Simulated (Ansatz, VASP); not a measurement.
Two plane-wave programs on Mo

```
Mo
1.0
    -1.57522    1.57522    1.57522
     1.57522   -1.57522    1.57522
     1.57522    1.57522   -1.57522
Mo
1
Direct
  0.00000 0.00000 0.00000
```

Alike in both runs: functional r2SCAN; k mesh 18 × 18 × 18; occupations gaussian, width 0.1 eV; no spin polarisation.

Ansatz relaxed the structure, and its values are those at the end. VASP's run is a single point on that final structure, the one shown.

```csv
,VASP,Ansatz
version,VASP 6.6.1,Ansatz 0.2.0
potentials or method,"VASP PAW PBE potentials, release 64 (Mo_sv)","scalar-relativistic, plane waves, PAW"
plane-wave cutoff (eV),520,500
valence electrons in the cell,14,14
```

|  | VASP | Ansatz | Ansatz less VASP |
| --- | --- | --- | --- |
| gap on the k mesh at the Fermi level (eV) | none | none | - |
| pressure (GPa) | 1.1 | 0.0 | -1.13 |

A gap of «none» marks a metal or a gap that the smearing closes.

Caveats: the PAW data sets were made with another functional, which shifts forces and pressure a little (VASP).
